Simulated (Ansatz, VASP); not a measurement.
## Ga in VASP and in Ansatz

```
Ga
1.0
    -1.31245    1.31245    1.31245
     1.31245   -1.31245    1.31245
     1.31245    1.31245   -1.31245
Ga
1
Direct
  0.00000 0.00000 0.00000
```

Change from the starting cell: volume scaled by 0.52, LAPW.

Alike in both runs: task single point; functional LDA; k mesh 16 × 16 × 16; occupations fermi-dirac, width 0.05 eV; no spin polarisation.

```csv
,VASP,Ansatz
version,VASP 6.6.1,Ansatz 0.2.0
potentials or method,"VASP PAW LDA potentials, release 64 (Ga_d), cutoff 520 eV","all-electron LAPW, scalar-relativistic"
```

|  | VASP | Ansatz | Ansatz less VASP |
| --- | --- | --- | --- |
| pressure (GPa) | 202.3 | 199.4 | -2.89 |

Ansatz ran all-electron here, so the differences hold the error of VASP's frozen core and of both bases.

Caveats: the cell as given lies far from equilibrium; so large a pressure means that the cell lies far from this level's equilibrium, or that cutoff or potentials fall short (VASP).
